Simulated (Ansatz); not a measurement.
# SiC: the cost of one run

Computed with Ansatz 0.2.0 (DFT PBE, scalar-relativistic, plane waves, PAW, unless a step's input says otherwise).

8 further runs of the same task are left out: 8 set aside as unsound or not needed.

### Step 1. The system as given

Symmetry: Fm-3m, No. 225, cubic system. The conventional cell has a = 4.057 Å, b = 4.057 Å, c = 4.057 Å, α = 90.00°, β = 90.00°, γ = 90.00°. Si (site symmetry m-3m) has 6 C at 2.03 Å as nearest neighbours. C (site symmetry m-3m) has 6 Si at 2.03 Å as nearest neighbours.

As a file:

```cif
data_structure
_symmetry_space_group_name_H-M 'P 1'
_symmetry_Int_Tables_number 1
_cell_length_a 2.8688
_cell_length_b 2.8688
_cell_length_c 2.8688
_cell_angle_alpha 60.000
_cell_angle_beta 60.000
_cell_angle_gamma 60.000
_cell_volume 16.69
loop_
_atom_site_label
_atom_site_type_symbol
_atom_site_fract_x
_atom_site_fract_y
_atom_site_fract_z
_atom_site_occupancy
Si1 Si 0.00000 0.00000 0.00000 1
C1 C 0.50000 0.50000 0.50000 1
```

This cell was relaxed beforehand with the same method: volume 8.35 Å³/atom, gap on the mesh none (metal).

### Step 2. Zone-centre modes

File input.yaml:

```yaml
crystal:
  lattice:
    - [0.0, 2.0285483633, 2.0285483633]
    - [2.0285483633, 0.0, 2.0285483633]
    - [2.0285483633, 2.0285483633, 0.0]
  atoms:
    - { symbol: Si, position: [0.0, 0.0, 0.0] }
    - { symbol: C, position: [0.5, 0.5, 0.5] }
basis:
  ecutwfc: 240.0
kpoints:
  mp_grid: { grid: [18, 18, 18] }
hamiltonian:
  xc: pbe
scf:
  occupations: { method: fermi_dirac, width: 0.15 }
output:
  eigenvalues: true
phonons:
  method: dfpt
  eigenvectors: true
```

Started as:

```
ansatz run input.yaml --threads 1 --pin off --max-ram 2560MiB --backend cpu --events-out ev --progress --plain --runs-dir out
```

Q: Estimate wall time and peak memory on 1 thread of Arm Neoverse V1, shared host.

About 9.3 s, with a peak of 0.39 GiB.
